Quantum ESPRESSO 7.5, PBEsol with GBRV 1.5 ultrasoft potentials, for a two-atom MgS cell with atoms displaced at random by about 0.02 Å; 9×9×9 k mesh, 612 eV wave cutoff, Gaussian smearing of 0.136 eV. The sweep value is the density cutoff in Ry; free energies and force misses (largest component) are taken against the 720 Ry run.

| sweep value | energy less tightest (meV/atom) | pressure (GPa) | gap (eV) | force miss (eV/Å) |
| --- | --- | --- | --- | --- |
| 180 | 0.050 | -1.05810 | 2.83550 | 0.000 |
| 225 | 0.040 | -1.05650 | 2.83560 | 0.000 |
| 270 | 0.000 | -1.05520 | 2.83570 | 0.000 |
| 315 | -0.030 | -1.05680 | 2.83570 | 0.000 |
| 360 | -0.020 | -1.05680 | 2.83560 | 0.000 |
| 450 | -0.010 | -1.05780 | 2.83550 | 0.000 |
| 540 | 0.000 | -1.05790 | 2.83550 | 0.000 |
| 720 | 0.000 | -1.05380 | 2.83550 | 0.000 |

For this magnesium sulfide cell, every density cutoff in the table is good enough, including the lowest. Across all rows from 180 to 720 Ry, the energy varies by less than 0.1 meV/atom and the gap by about 0.2 meV. Two rows still stand out from this flat pattern: 180 Ry in the forces and 720 Ry in the pressure. Both breaks are far too small to affect ordinary work, and the causes offered for them below are argued, not proved.

**Why the curve is flat**

The calculation expands the electron waves in plane waves up to one cutoff and the electron density up to a second, higher one. Only the second is moved here. The density is built from products of waves, and multiplying two plane waves adds their wavevectors. If the waves reach a largest wavevector $G$, their products reach $2G$, and since the cutoff energy grows as the square of the wavevector,

$$
E_\text{density} = 4\,E_\text{wave}.
$$

The wave cutoff of 612 eV is 45 Ry, and four times 45 Ry is 180 Ry. The first row therefore already holds every product of waves that the calculation can form. Its shortest density wave is about 0.25 Å long, roughly a tenth of the Mg–S contact. The smooth part of the density, which includes most of the charge between the atoms, is complete before the sweep begins.

What remains for the higher cutoffs is finer detail close to the nuclei. Ultrasoft potentials make the waves smooth there and restore the lost charge through a compact augmentation charge, which can contain shorter waves than the products do. A higher cutoff also gives a finer grid for the exchange-correlation energy. The flat results show that neither refinement matters much in this solid.

The energy does not approach its final value from one side. It falls to 0.03 meV/atom below the reference at 315 Ry and then returns. Adding plane waves to the electron waves can only lower the energy, because it gives them more freedom. A higher density cutoff instead changes how accurately the energy expression itself is evaluated, and such an error can have either sign.

**The break at 180 Ry: forces**

The atoms sit slightly off their ideal rocksalt sites, so the forces are not zero by symmetry. The force miss is the largest difference in any force component from the 720 Ry row. It prints as zero throughout, but the unrounded results of the same runs give 0.26 meV/Å at 180 Ry and at most 0.03 meV/Å in the other rows. The first step up in cutoff thus removes most of the error. After that the miss falls unevenly, with small rises between 225 and 315 Ry and again from 360 to 450 Ry.

To size the break, a smooth decay was fitted by least squares to the six rows from 225 to 540 Ry, with the logarithm of the miss taken as linear in the largest density wavevector. Extended down to 180 Ry, which was not part of the fit, it predicts a miss about five times smaller than the calculated one. A power law fitted to the same rows gives nearly the same factor. The six rows typically scatter about either curve by a factor of 1.6 to 1.7, so the fits suggest that 180 Ry stands apart, but six uneven points neither prove it nor settle the law of decay.

A likely cause follows from the factor of four. At 180 Ry the density cutoff has no room beyond the products of waves, so the augmentation charge is cut off most severely. This charge moves with its atom, and an error in its shape enters the force directly. The coarser grid for the exchange-correlation energy and leftover self-consistency error, both discussed below for the pressure, could also contribute, and these runs do not separate the three. Even so, the miss is about twenty times smaller than a common tolerance of 5 meV/Å.

**The break at 720 Ry: pressure**

The pressure makes its largest step where the sweep should be most settled. From 540 to 720 Ry it changes by 0.004 GPa, more than twice any earlier step, while the energy stays the same to the printed digit. The simplest smooth model is a constant, the mean of the seven lower rows. The last row lies 0.003 GPa above it, about three times the typical scatter of those seven.

A quiet energy does not guarantee an equally quiet pressure. Near self-consistency, a small error in the density changes the energy only in proportion to its square, but it changes the pressure in direct proportion. The runs stop when the estimated energy error falls below $4\times10^{-10}$ Ry. With 1 Ry as a rough energy scale, the relative density error at that point is the square root, $2\times10^{-5}$. Dividing the corresponding first-order energy by the cell volume of 35 Å³ gives the size of the pressure error:

$$
\delta P \sim \frac{2\times10^{-5}\ \text{Ry}}{35\ \text{Å}^3}
\approx \frac{2.7\times10^{-4}\ \text{eV}}{35\ \text{Å}^3}
\approx 0.001\ \text{GPa}.
$$

This is an order of magnitude, and the observed step is roughly three times larger. Leftover error in the density is therefore a possible cause. The gap speaks against it, though without ruling it out: it too responds in direct proportion to such an error, yet in the unrounded results it moves by only about 0.01 meV between these two rows. Another candidate is the grid: the exchange-correlation energy is summed over discrete points, and their positions relative to the atoms change with the cutoff. The augmentation charge also gains finer detail as the cutoff rises. Repeating the last two rows with a much tighter stopping threshold would test the first cause: a step that survived would point to the cutoff itself, through the grid or the augmentation charge.

For ordinary work the step has no consequence. With a bulk modulus of roughly 80 GPa, a recalled value, it corresponds to a volume change of about 0.005%. It matters where pressures must be reliable to a few thousandths of a GPa, and there the 720 Ry row should not serve as an exact reference.

**What to do**

For this solid at this wave cutoff, 180 Ry is sufficient for the four quantities in the table at ordinary tolerances. Quantities that magnify small force errors, such as vibration frequencies from small displacements, were not tested. The ratio of four is a floor set by the wave products, not a guarantee for every cutoff. If the wave cutoff is raised to 60 Ry, the density cutoff has to rise to 240 Ry to hold all the products. If the wave cutoff is lowered, the augmentation charge keeps its own needs, so a density cutoff below 180 Ry would have to be tested first.

A real break should appear below the ratio of four, where parts of the wave products are lost. It would probably start gently, because the shortest density waves come only from pairs of electron waves that both lie near their own cutoff, where their weights are small. A break above four is to be expected for atoms with a sharper augmentation charge, such as many transition metals with compact d shells. There the ratio needs its own test.

The flat curve vouches for the density cutoff alone. The pressure of about −1.06 GPa says that the cell would like to shrink, but it may include an error from the wave cutoff that is the same in every row. The gap of 2.84 eV is equally steady, yet it is read from a mesh of k points that may miss the band edge. The wave cutoff and the mesh deserve the next convergence tests. Neither test can repair the functional itself: PBEsol usually puts the gaps of insulators well below the measured ones.
